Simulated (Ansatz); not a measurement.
The structure comes from a relaxation in the same program, started in the fcc type, and has space group Fm-3m. Whether it is a known phase or the ground state wasn't checked.

An input for S: DFT, PBE, all-electron PAW with datasets made for the crystal, scalar-relativistic (Ansatz 0.2.0).

Command: `ansatz run input.yaml --threads 1 --pin off --max-ram 2048MiB --backend cpu --events-out ev --progress --plain --runs-dir out` The run took about 3.5 s on 1 thread of a shared machine.

```yaml
crystal:
  lattice:
    - [0.0, 1.9939585068, 1.9939585068]
    - [1.9939585068, 0.0, 1.9939585068]
    - [1.9939585068, 1.9939585068, 0.0]
  atoms:
    - { symbol: S, position: [0.0, 0.0, 0.0] }
kpoints:
  mp_grid: { grid: [16, 16, 16] }
  band_path:
    path:
      - [0.0, 0.0, 0.0]
      - [0.5, 0.0, 0.5]
      - [0.625, 0.25, 0.625]
      - [0.375, 0.375, 0.75]
      - [0.0, 0.0, 0.0]
      - [0.5, 0.5, 0.5]
      - [0.5, 0.25, 0.75]
      - [0.5, 0.0, 0.5]
    npoints: 8
scf:
  occupations: { method: fermi_dirac, width: 0.03 }
hamiltonian:
  xc: pbe
  pseudopotentials: { kind: all_electron, datasets: crystal }
output:
  forces: true
  stress: true
  eigenvalues: true
  efg: { contact_densities: true }
```

Set-up and iterations as logged by Ansatz (the results part is left out, to be predicted):

```
hamiltonian.pseudopotentials.datasets: crystal makes datasets for this crystal and solves the spheres of its atoms anew in each pass: cutoff 240.0 eV, the density's 960.0 eV; for an error of 0.50 meV an atom under PBE, 0.5 meV for the cell; an energy difference from a run of another recipe may be off by several times the error for the cell, under r2SCAN by more, where some 0.1 meV an atom stays at smaller errors; S in spheres of 1.376 Å, 6 of its electrons in bands
Engine: ansatz 0.2.0
Pseudopotentials: kind: all_electron
Pseudopotential: S, paw, valence charge 6, recommended cutoff 240 eV (normal), Koelling and Harmon's equation, gaussian nucleus
Functional definition: PBE
  parameter kappa = 0.804
  parameter beta = 0.06672455060314922
  exchange = pbe_x(kappa = kappa, mu = beta*pi^2/3)
  correlation = pbe_c(beta = beta)
Crystal: 1 atoms, lattice volume = 15.855 Å³
Basis set: ecut = 240 eV, 137 PW (Γ), exchange–correlation on 30×30×30 points (8 copies of the dense FFT grid, shifted against one another)
Bands: 7, of which v1, the nominal top of the filled ones, is band 3 counted from 1 (2 counted from 0)
Symmetry: 48 space group operations
Space group: Fm-3m (ITA 225), of the structure as read, at distance tolerance 2.5e-5 Å
k-points: 145 of 4096
Non-local potential: S, projectors of the file, l = 0: 1, l = 1: 1, l = 2: 2
PAW form: soft (Blöchl's): semilocal exchange-correlation on the pseudo side does not see the compensation charge
PAW one-centre angular grid: S, 110 points (default); XC on its mesh's 1989 points in the sphere
Initial density: superposition of atomic densities (neutral atoms: chi_scale 0, normalization atom)
Initial wavefunctions: pseudopotential atomic-orbital guess
Functional: x = pbe(κ = 0.804, μ = 0.2195149727645171), c = pbe(β = 0.06672455060314922)
iter 1 solved again at ethr=2.03e-4 eV; its pass at ethr=1.00e-1 eV (dr2=1.22e-2 eV) is discarded
SCF iter   1: F=—  HF=-10861.399814 eV  |F-HF|=—  |Δ(HF+E_count)|=         —  Δρ=9.19e-3  dr2=9.25e-3  ethr=2.03e-4  ⟨swp⟩=4.7  Hψ=7325  notcnv=0
SCF iter   2: F=—  HF=-10861.398352 eV  |F-HF|=—  |Δ(HF+E_count)|=   1.46e-3  Δρ=3.97e-3  dr2=1.13e-3  ethr=1.54e-4  ⟨swp⟩=2.2  Hψ=2067  notcnv=0
iter 3 solved again at ethr=8.80e-8 eV; its pass at ethr=1.88e-5 eV (dr2=5.28e-6 eV) is discarded
SCF iter   3: F=—  HF=-10861.399923 eV  |F-HF|=—  |Δ(HF+E_count)|=   1.57e-3  Δρ=2.83e-4  dr2=5.11e-6  ethr=8.80e-8  ⟨swp⟩=2.0  Hψ=4968  notcnv=0  defer=5
SCF iter   4: F=—  HF=-10861.399921 eV  |F-HF|=—  |Δ(HF+E_count)|=   1.75e-6  Δρ=8.69e-5  dr2=4.80e-7  ethr=8.52e-8  ⟨swp⟩=2.0  Hψ=1456  notcnv=0  defer=3
SCF iter   5: F=—  HF=-10861.399921 eV  |F-HF|=—  |Δ(HF+E_count)|=   9.24e-8  Δρ=2.40e-5  dr2=8.38e-8  ethr=7.99e-9  ⟨swp⟩=3.0  Hψ=1883  notcnv=0  defer=1
SCF iter   6: F=-10861.399921 eV  HF=-10861.399921 eV  |F-HF|=9.86e-10  |Δ(HF+E_count)|=   2.40e-8  Δρ=3.88e-6  dr2=1.84e-9  ethr=1.40e-9  ⟨swp⟩=2.2  Hψ=1484  notcnv=0  defer=1
```

(1) What pressure will this run report?

(2) Is there a band gap?

Results:

(1) 0.07 GPa (positive in compression).

(2) none: bands cross the Fermi level, a metal.
